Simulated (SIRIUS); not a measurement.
Pb under changes of volume

One of the cells (32.418 Å³/atom); the others are scaled copies at fixed shape and fractional positions:

```xyz
2
Lattice="3.0386 -1.7503 0.0000 3.0386 1.7503 0.0000 -2.1155 0.0000 6.0952" Properties=species:S:1:pos:R:3 pbc="T T T"
Pb    3.9848    0.0000    4.4269
Pb   -0.0230    0.0000    1.6683
```

This isn't the form of Pb at room conditions, which is fcc.

* Program: SIRIUS 7.12.0
* Functional: PBEsol
* Potentials or basis: PseudoDojo 0.4.1 PBEsol standard (scalar relativistic)
* Cutoff: 765 eV
* Density cutoff: 3061 eV
* k mesh: 9 × 9 × 5
* Occupations: fermi-dirac, width 0.05 eV
* Spin: no spin polarisation

```tsv
volume (Å³/atom)	energy over the lowest point (meV/atom)	pressure (GPa)	largest force (eV/Å)
30.473	?	?	?
31.121	0.00	-0.1	0.060
31.769	2.17	-1.0	0.095
32.418	7.73	-1.8	0.130
33.066	16.32	-2.5	0.162
33.714	27.58	-3.1	0.192
34.363	41.21	-3.6	0.220
```

Q: What does the run at 30.473 Å³/atom give?

A: Energy over the lowest point 1.66 meV/atom; pressure 0.9 GPa; largest force 0.033 eV/Å.

Worked out: A Birch-Murnaghan fit of order 3 (a polynomial in V^(-2/3)) to the other rows has its minimum at 31.07 Å³/atom, just outside them, with B0 = V·E''(V) = 46 GPa and B' = 4.8 at fixed shape and positions, which overstates the stiffness. It gives 1.69 meV/atom at 30.473 Å³/atom, against the run's 1.66, and -dE/dV = 0.9 GPa, against 0.9.

Energies are extrapolated to zero smearing.
